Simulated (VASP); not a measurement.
# PbSe (Pm-3m) in VASP: reference runs

How does PbSe come out in PBE? The cell is run as given and disturbed, and energy against volume gives the equilibrium volume and stiffness.

Everything below comes from runs of VASP 6.6.1. Logs are shortened: lines on timing, memory, paths and dates and some standing lists are left out, and cuts for length are marked.

### 1 The structure

Symmetry: Pm-3m, No. 221, cubic system. Conventional cell: a = 3.784 Å, b = 3.784 Å, c = 3.784 Å, α = 90.00°, β = 90.00°, γ = 90.00°. Pb (site symmetry m-3m) is surrounded by 8 Se at 3.28 Å. Around Se (site symmetry m-3m) lie 8 Pb at 3.28 Å.

Measurements of this composition are mostly on another form, of space group No. 225.

### 2 Single point, PBE

The input, INCAR:

```
SYSTEM = PbSe
PREC = Accurate ; ENCUT = 520
EDIFF = 1E-7 ; ISMEAR = -1
SIGMA = 0.05 ; LREAL = .False.
LASPH = .True. ; NELM = 80
ALGO = Normal ; ISIF = 2
LWAVE = .False. ; LCHARG = .True.
GGA = PE ; LELF = .True.
LVHAR = .True. ; NBANDS = 17
```

The input, KPOINTS:

```
regular mesh
0
Gamma
  7 7 7
  0 0 0
```

The input, POSCAR:

```
PbSe
1.0
    3.7843220000      0.0000000000      0.0000000000
    0.0000000000      3.7843220000      0.0000000000
    0.0000000000      0.0000000000      3.7843220000
Pb Se
1 1
Direct
    0.0000000000      0.0000000000      0.0000000000
    0.5000000000      0.5000000000      0.5000000000
```

Potentials or basis: VASP PAW PBE potentials, release 64 (Pb_d, Se).

Command:

```sh
> cat potpaw_PBE.64/Pb_d/POTCAR potpaw_PBE.64/Se/POTCAR > POTCAR
> mpirun -np 1 vasp_std > vasp.out
```

OUTCAR:

```text
SYSTEM = PbSe
   PREC = Accurate
   ENCUT = 520
   EDIFF = 1E-7
   ISMEAR = -1
   LREAL = .False.
   LASPH = .True.
   NELM = 80
   ISIF = 2
   GGA = PE

 ion  position               nearest neighbor table
   1  0.000  0.000  0.000-   2 3.28   2 3.28   2 3.28   2 3.28   2 3.28   2 3.28   2 3.28   2 3.28

   2  0.500  0.500  0.500-   1 3.28   1 3.28   1 3.28   1 3.28   1 3.28   1 3.28   1 3.28   1 3.28

  LATTYP: Found a simple cubic cell.
 ALAT       =     3.7843220000

  Lattice vectors:

 A1 = (   3.7843220000,   0.0000000000,   0.0000000000)
 A2 = (   0.0000000000,   3.7843220000,   0.0000000000)
 A3 = (   0.0000000000,   0.0000000000,   3.7843220000)

Analysis of symmetry for initial positions (statically):
=====================================================================
 Subroutine PRICEL returns:
 Original cell was already a primitive cell.

 Routine SETGRP: Setting up the symmetry group for a
 simple cubic supercell.

 Subroutine GETGRP returns: Found 48 space group operations
 (whereof 48 operations were pure point group operations)
 out of a pool of 48 trial point group operations.

The static configuration has the point symmetry O_h .

Analysis of symmetry for dynamics (positions and initial velocities):
=====================================================================
 Subroutine PRICEL returns:
 Original cell was already a primitive cell.

 Routine SETGRP: Setting up the symmetry group for a
 simple cubic supercell.

 Subroutine GETGRP returns: Found 48 space group operations
 (whereof 48 operations were pure point group operations)
 out of a pool of 48 trial point group operations.

The dynamic configuration has the point symmetry O_h .

 Subroutine INISYM returns: Found 48 space group operations
 (whereof 48 operations are pure point group operations),
 and found     1 'primitive' translations

----------------------------------------------------------------------------------------

                                     Primitive cell

  volume of cell :      54.1956

  direct lattice vectors                    reciprocal lattice vectors
     3.784322000  0.000000000  0.000000000     0.264248127  0.000000000  0.000000000
     0.000000000  3.784322000  0.000000000     0.000000000  0.264248127  0.000000000
     0.000000000  0.000000000  3.784322000     0.000000000  0.000000000  0.264248127

  length of vectors
     3.784322000  3.784322000  3.784322000     0.264248127  0.264248127  0.264248127

  position of ions in fractional coordinates (direct lattice)
     0.000000000  0.000000000  0.000000000
     0.500000000  0.500000000  0.500000000

  ion indices of the primitive-cell ions
   primitive index   ion index
                 1           1
                 2           2

----------------------------------------------------------------------------------------

 KPOINTS: regular mesh

Automatic generation of k-mesh.
 Grid dimensions read from file:
 generate k-points for:    7    7    7

 Generating k-lattice:

  Cartesian coordinates                     Fractional coordinates (reciprocal lattice)
     0.037749732  0.000000000  0.000000000     0.142857143  0.000000000  0.000000000
     0.000000000  0.037749732  0.000000000     0.000000000  0.142857143  0.000000000
     0.000000000  0.000000000  0.037749732     0.000000000  0.000000000  0.142857143

  Length of vectors
     0.037749732  0.037749732  0.037749732

  Shift w.r.t. Gamma in fractional coordinates (k-lattice)
     0.000000000  0.000000000  0.000000000

 Subroutine IBZKPT returns following result:
 ===========================================

 Found     20 irreducible k-points:

 Following reciprocal coordinates:
            Coordinates               Weight
  0.000000  0.000000  0.000000      1.000000
  0.142857  0.000000  0.000000      6.000000
  0.285714  0.000000  0.000000      6.000000
  0.428571  0.000000  0.000000      6.000000
  0.142857  0.142857  0.000000     12.000000
  0.285714  0.142857  0.000000     24.000000
[... 12 lines left out ...]
  0.428571  0.428571  0.285714     24.000000
  0.428571  0.428571  0.428571      8.000000
   k-points           NKPTS =     20   k-points in BZ     NKDIM =     20   number of bands    NBANDS=     17
   number of dos      NEDOS =    301   number of ions     NIONS =      2
   total plane-waves  NPLWV =  21952
   dimension x,y,z NGX =    28 NGY =   28 NGZ =   28
   dimension x,y,z NGXF=    56 NGYF=   56 NGZF=   56
   ions per type =               1   1
   NGX,Y,Z   is equivalent  to a cutoff of  12.30, 12.30, 12.30 a.u.
   NGXF,Y,Z  is equivalent  to a cutoff of  24.60, 24.60, 24.60 a.u.
 SYSTEM =  PbSe
   PREC   = accura    normal or accurate (medium, high low for compatibility)
   ISTART =      0    job   : 0-new  1-cont  2-samecut
   ICHARG =      2    charge: 1-file 2-atom 10-const
   ISPIN  =      1    spin polarized calculation?
   LNONCOLLINEAR =      F non collinear calculations
   LSORBIT =      F    spin-orbit coupling
   LASPH  =      T    aspherical Exc in radial PAW
   ENCUT  =  520.0 eV  38.22 Ry    6.18 a.u.   7.04  7.04  7.04*2*pi/ulx,y,z
   NELM   =     80;   NELMIN=  2; NELMDL= -5     # of ELM steps
   EDIFF  = 0.1E-06   stopping-criterion for ELM
   LREAL  =      F    real-space projection
   EDIFFG = 0.1E-05   stopping-criterion for IOM
   NSW    =      0    number of steps for IOM
   IBRION =     -1    ionic relax: 0-MD 1-quasi-New 2-CG
   NFREE  =      0    steps in history (QN), initial steepest desc. (CG)
   ISIF   =      2    stress and relaxation
   ISYM   =      2    0-nonsym 1-usesym 2-fastsym
   POTIM  = 0.5000    time-step for ionic-motion
   TEBEG  =    0.0;   TEEND  =   0.0 temperature during run
   PSTRESS=    0.0 pullay stress
   NELECT =      20.0000    total number of electrons
   NUPDOWN=      -1.0000    fix difference up-down
   EMIN   =  10.00;   EMAX   =-10.00  energy-range for DOS
   EFERMI =   0.00;   METHOD = LEGACY
   ISMEAR =    -1;   SIGMA  =   0.05  broadening in eV -4-tet -1-fermi 0-gaus
   EFERMI_NEDOS =   21; number of points for ismear=-14 and -15
   IALGO  =     38    algorithm
   IMIX   =      4    mixing-type and parameters
     AMIX     =   0.40;   BMIX     =  1.00
     AMIX_MAG =   1.60;   BMIX_MAG =  1.00
  volume/ion in A,a.u.               =      27.10       182.87
  Fermi-wavevector in a.u.,A,eV,Ry     =   1.174258  2.219025 18.760817  1.378881
  Thomas-Fermi vector in A             =   2.310658
   LORBIT       =      0    0 simple, 1 ext, 2 COOP (PROOUT), +10 PAW based schemes
   GGA     = PE    functional components
   LHFCALC =     F    Hartree Fock is set to
   AEXX    =    0.0000 exact exchange contribution
   IVDW    =     0    specifies the selected vdW correction
   LEPSILON=     F    determine dielectric tensor
   LRPA    =     F    only Hartree local field effects (RPA)
 non-spin polarized calculation
  energy-cutoff  :      520.00
  volume of cell :       54.20
 maximum number of plane-waves:      1474
   NGX = 15   NGY = 15   NGZ = 15

 number of electron      20.0000009 magnetization

 Free energy of the ion-electron system (eV)
  ---------------------------------------------------
  ext. energy  EPLUGINS =         0.00000000
  ---------------------------------------------------
  free energy    TOTEN  =        -7.71966850 eV

  energy without entropy =       -7.70892496  energy(sigma->0) =       -7.71429673

 E-fermi :   5.3003     XC(G=0):  -9.9557

 val. band max:        5.2873784847   @ k =   0.4286   0.4286   0.0000
 cond. band min:       5.3006212658   @ k =   0.1429   0.1429   0.1429
 fundamental gap:      0.0132427811
 Fermi energy:         5.3002690758

 k-point     1 :       0.0000    0.0000    0.0000
  band No.  band energies     occupation
      1     -11.5973      2.00000
      2     -11.5973      2.00000
      3     -11.4482      2.00000
      4     -11.4482      2.00000
      5     -11.4482      2.00000
      6      -7.8710      2.00000
[... 9 lines left out ...]
     16      16.5777      0.00000
     17      18.1326      0.00000

 k-point     2 :       0.1429    0.0000    0.0000
  band No.  band energies     occupation
      1     -11.5961      2.00000
      2     -11.5757      2.00000
      3     -11.4562      2.00000
      4     -11.4562      2.00000
      5     -11.4475      2.00000
      6      -7.7235      2.00000
[... 9 lines left out ...]
     16      17.2620      0.00000
     17      17.5389      0.00000

 k-point     3 :       0.2857    0.0000    0.0000
  band No.  band energies     occupation
      1     -11.5933      2.00000
      2     -11.5272      2.00000
      3     -11.4741      2.00000
      4     -11.4741      2.00000
      5     -11.4459      2.00000
      6      -7.3287      2.00000
[... 9 lines left out ...]
     16      15.3262      0.00000
     17      17.7181      0.00000

 k-point     4 :       0.4286    0.0000    0.0000
  band No.  band energies     occupation
      1     -11.5910      2.00000
      2     -11.4885      2.00000
      3     -11.4883      2.00000
      4     -11.4883      2.00000
      5     -11.4447      2.00000
      6      -6.9024      2.00000
[... 9 lines left out ...]
     16      17.3597      0.00000
     17      18.3044      0.00000
[... 263 lines left out ...]
      1     -11.5332      2.00000
      2     -11.5172      2.00000
      3     -11.4986      2.00000
      4     -11.4810      2.00000
      5     -11.4406      2.00000
      6      -6.2577      2.00000
[... 9 lines left out ...]
     16      16.1603      0.00000
     17      19.2729      0.00000

 k-point    19 :       0.4286    0.4286    0.2857
  band No.  band energies     occupation
      1     -11.5482      2.00000
      2     -11.5161      2.00000
      3     -11.5147      2.00000
      4     -11.4600      2.00000
      5     -11.4178      2.00000
      6      -6.0991      2.00000
[... 9 lines left out ...]
     16      17.3007      0.00000
     17      19.7595      0.00000

 k-point    20 :       0.4286    0.4286    0.4286
  band No.  band energies     occupation
      1     -11.5380      2.00000
      2     -11.5334      2.00000
      3     -11.5334      2.00000
      4     -11.4169      2.00000
      5     -11.4169      2.00000
      6      -5.9984      2.00000
[... 9 lines left out ...]
     16      18.3494      0.00000
     17      21.9955      0.00000

------------------------ aborting loop because EDIFF is reached ----------------------------------------

  FORCE on cell =-STRESS in cart. coord.  units (eV):
  Direction    XX          YY          ZZ          XY          YZ          ZX
  --------------------------------------------------------------------------------------
  -------------------------------------------------------------------------------------
  Total       -0.0580198     -0.0580198     -0.0580198      0.0000000     -0.0000000      0.0000000
  in kB       -1.7152319     -1.7152319     -1.7152319      0.0000000     -0.0000000      0.0000000
  external PRESSURE =      -1.7152319 kB  Pullay stress =       0.0000000 kB

 VOLUME and BASIS-vectors are now :
 -----------------------------------------------------------------------------
  energy-cutoff  :      520.00
  volume of cell :       54.20
      direct lattice vectors                 reciprocal lattice vectors
     3.784322000  0.000000000  0.000000000     0.264248127  0.000000000  0.000000000
     0.000000000  3.784322000  0.000000000     0.000000000  0.264248127  0.000000000
     0.000000000  0.000000000  3.784322000     0.000000000  0.000000000  0.264248127

 POSITION                                       TOTAL-FORCE (eV/Angst)
 -----------------------------------------------------------------------------------
      0.00000      0.00000      0.00000         0.000000      0.000000      0.000000
      1.89216      1.89216      1.89216         0.000000      0.000000      0.000000
 -----------------------------------------------------------------------------------
    total drift:                               -0.000000      0.000000      0.000000

  FREE ENERGIE OF THE ION-ELECTRON SYSTEM (eV)
  ---------------------------------------------------
  free  energy   TOTEN  =        -7.7196685013 eV

  energy  without entropy=       -7.7089249626  energy(sigma->0) =       -7.71429673
```

Run time: 11 s. Hardware: 1 thread of Intel Xeon Platinum 8488C (Sapphire Rapids), shared host; peak memory 0.16 GiB.

Results:

| Item | Value |
| --- | --- |
| Free energy | -7.7197 eV |
| Pressure | -0.2 GPa |
| Band gap on the k mesh | none (metal or under the smearing width) |

Levels at points of the mesh, in eV from the Fermi level:
```csv
k point,band 7,band 8,band 9,band 10,band 11,band 12,band 13,band 14
"(0.00, 0.00, 0.00)",-7.03,-1.46,-1.46,-1.46,5.16,5.16,6.10,6.10
```

(Continued in part 2 of 3.)
